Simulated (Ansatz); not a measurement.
**Sn (bcc type) under strong compression**

```
CELL_PARAMETERS angstrom
-1.90439 1.90439 1.90439
1.90439 -1.90439 1.90439
1.90439 1.90439 -1.90439
ATOMIC_POSITIONS crystal
Sn 0.00000 0.00000 0.00000
```

The cell comes from a relaxation on PAW files under the same functional, begun from a prototype that needn't be the stable phase.

Its volume is scaled at fixed shape and fractional positions.

All numbers are PBE results (scalar-relativistic) from Ansatz 0.2.0, with a Γ-centred 14×14×14 k mesh, Fermi–Dirac smearing of 0.1 eV, no spin polarisation. Methods: LAPW: all electrons, basis error target 1 meV/atom; PAW: frozen-core files, cutoff 420 eV; crystal datasets: all electrons, by PAW datasets that the program makes for each cell; norm-conserving: pseudopotentials, cutoff 980 eV; PAW (cutoff 250 eV): frozen-core files, cutoff 250 eV.

Energies are extrapolated to zero smearing and count from the unscaled cell; pressure is positive in compression; gaps take the mesh and a band path. No temperature or zero-point motion is included.

Spin–orbit coupling is left out, which matters for the heavy atoms.

```
V/V0  V (Å³/atom)  P LAPW (GPa)  ΔE LAPW (eV/atom)  P PAW − LAPW (GPa)  ΔE PAW − LAPW (meV/atom)
1.00        27.63          0.00              0.000                0.00                       0.0
0.90        24.86          6.45              0.050                0.00                       0.1
0.80        22.10             ?              0.251                0.01                       0.2
0.70        19.34          40.1              0.733                0.03                       0.5
0.60        16.58          83.5              1.754                0.13                       1.8
0.50        13.81         176.6              3.888                0.19                       4.8
0.40        11.05         399.1              8.555                0.91                      11.2
```

Q: Give the missing entry: row "0.80", column "P LAPW (GPa)".

A: 18.14.

Q: Fit the Vinet equation to the LAPW pressures over the whole range, with residuals weighted by 1/(|P| + 0.03·Pmax).

A: V0 = 27.71 Å³/atom, B0 = 42.2 GPa and B0′ = 5.68, and the fit misses no point by more than 5.8 GPa. A fit over so wide a range pins B0 less well than one near rest.

Q: From the table, what is the rise of the enthalpy H = E + pV up to the last row, and how stiff is the crystal between the last two rows?

A: ΔH = 8.555 eV + (399.1 GPa × 11.05 Å³ − 0.00 GPa × 27.63 Å³) × 0.006242 eV/(GPa·Å³) = 36.08 eV/atom, of which pV makes 76 %. The mean bulk modulus there is −ΔP/Δln V = 997 GPa.

Q: At the smallest volume, how far do crystal datasets and norm-conserving and PAW (cutoff 250 eV) lie from LAPW in pressure?

A: crystal datasets: 0.00 GPa; norm-conserving: +1.96 GPa; PAW (cutoff 250 eV): +6.34 GPa, on a LAPW pressure of 399.1 GPa.

Q: How do the Löwdin populations by LAPW change from the unscaled cell to the last row?

A: Sn 4s 1.99 → 1.96, Sn 5s 1.71 → 1.31, Sn 5p 2.27 → 2.73, Sn 4d 10.00 → 9.96 electrons an atom. These are projections on the shells that the free atoms fill; 0.03 e a cell lies outside them at the start and 0.07 e at the end.
